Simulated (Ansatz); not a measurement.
ZrSiO₄: reading a single point

```
Zr Si O
1.0
    -3.27936    3.27936    2.96870
     3.27936   -3.27936    2.96870
     3.27936    3.27936   -2.96870
Zr Si O
2 2 8
Direct
  0.87500 0.12500 0.75000
  0.12500 0.87500 0.25000
  0.37500 0.62500 0.75000
  0.62500 0.37500 0.25000
  0.26119 0.19533 0.06586
  0.19533 0.62947 0.93414
  0.62947 0.19533 0.43414
  0.19533 0.26119 0.56586
  0.73881 0.80467 0.93414
  0.80467 0.73881 0.43414
  0.37053 0.80467 0.56586
  0.80467 0.37053 0.06586
```

Single point in Ansatz 0.2.0 with r2SCAN, no spin polarisation. Cutoff 500 eV, PAW datasets, 6×6×6 Γ-centred k mesh, fermi-dirac filling (width 0.1 eV).

Question: Metal or insulator? Give the gap.

Answer: The gap is 5.41 eV, indirect (the least direct gap found is 5.66 eV).

Question: What is the formation energy?

Answer: -3.42 eV an atom against the elements' usual phases (free molecules for gases, crystals otherwise, with no correction for O₂ or N₂), so it is bound against them; other compounds may still compete. Relaxing would lower it.

Question: Which orbitals make up the band edges?

Answer: Within 0.7 eV of the edges, the states project mainly on O p (97 %) below the gap and on Zr d (82 %) above it.

Question: Give the Bader charges.

Answer: Bader charges in e: Zr +2.77, Si +3.33, O -1.52. In the mean Si gives up most and O takes most.

Question: Is the cell too large or too small?

Answer: The pressure is 7.2 GPa (compression positive), so with the atoms held at these fractions the cell would first expand.

Origin: a database entry at a rescaled volume.
